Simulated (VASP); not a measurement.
Set up this calculation in VASP 6.6.1, as the native input.

```yaml
Task: single point
Functional: PBE
Potentials_or_basis: VASP PAW PBE potentials, release 64 (N, C)
Cutoff: 520 eV
k_mesh: 9 × 9 × 9
Occupations: methfessel-paxton, width 0.1361 eV
Spin: no spin polarisation
Dipole_correction: no
Further_INCAR_settings: ALGO = Normal; EDIFF = 1e-07; NBANDS = 14
```

The structure of CN2 lies in POSCAR:

```
CN2
1.0
    0.0000000000      2.4922210000      2.4922210000
    2.4922210000      0.0000000000      2.4922210000
    2.4922210000      2.4922210000      0.0000000000
N C
2 1
Direct
    0.2500000000      0.2500000000      0.2500000000
    0.7500000000      0.7500000000      0.7500000000
    0.0000000000      0.0000000000      0.0000000000
```

The cell was built by a generator and needn't be a form met in nature.

One way to write it, as run:

INCAR

```
PREC = Accurate
ENCUT = 520
EDIFF = 1E-7
ISMEAR = 1
SIGMA = 0.1361
LREAL = False
LASPH = True
NELM = 100
ALGO = Normal
ISIF = 2
LWAVE = False
LCHARG = False
GGA = PE
NBANDS = 14
```

KPOINTS

```
Automatic mesh
0
Gamma
  9 9 9
```

Potentials or basis: VASP PAW PBE potentials, release 64 (N, C).

The run is started by

```console
$ cat potpaw_PBE.64/N/POTCAR potpaw_PBE.64/C/POTCAR > POTCAR
$ mpirun -np 1 vasp_std > vasp.out
```

It gave:

```yaml
Pressure: -32.5 GPa
Band_gap_on_the_k_mesh: none (metal or under the smearing width)
```

Caveat: a pressure of tens of GPa on the cell as given is suspect, and the run, the potentials or the cell itself is likely at fault.

Wall time 14 s on 1 thread of Intel(R) Xeon(R) Platinum 8488C (Sapphire Rapids), with other jobs on the host, peak memory 0.15 GiB.
